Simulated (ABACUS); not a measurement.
Crystal: BN.

```
N B
1.0
     0.00000    1.81300    1.81300
     1.81300    0.00000    1.81300
     1.81300    1.81300    0.00000
N B
1 1
Direct
  0.25000 0.25000 0.25000
  0.00000 0.00000 0.00000
```

The cell is a database's computed one.

Program: ABACUS 3.10.1. Alike in all runs: task single point; no spin polarisation; cell as given; smearing fermi-dirac 0.05 eV.

Question: Order these runs on this cell by their band gap on the k mesh, lowest first.
A. level SOGGA; potentials or basis PseudoDojo NC SR 0.5 PBE standard, plane waves; k mesh 10 × 10 × 10; cutoff (eV) 1143; SCF threshold on the density 1e-08; eigensolver dav
B. level BLYP; potentials or basis SG15 ONCV 1.2 PBE, DZP LCAO (the cutoffs set its grid); k mesh 12 × 12 × 12; cutoff (eV) 1361; SCF threshold on the density 1e-07; eigensolver genelpa
C. level TPSS; potentials or basis SG15 ONCV 1.2 PBE, plane waves; k mesh 8 × 8 × 8; cutoff (eV) 1320; SCF threshold on the density 1e-08; eigensolver dav

Answer: A (4.20 eV), C (4.58 eV), B (4.95 eV).

Caveats: the atomic orbitals were generated for these runs and aren't a published set (some runs); the basis of atomic orbitals isn't converged, which shifts pressures, moduli and gaps (some runs).

A k mesh can miss the band edges.
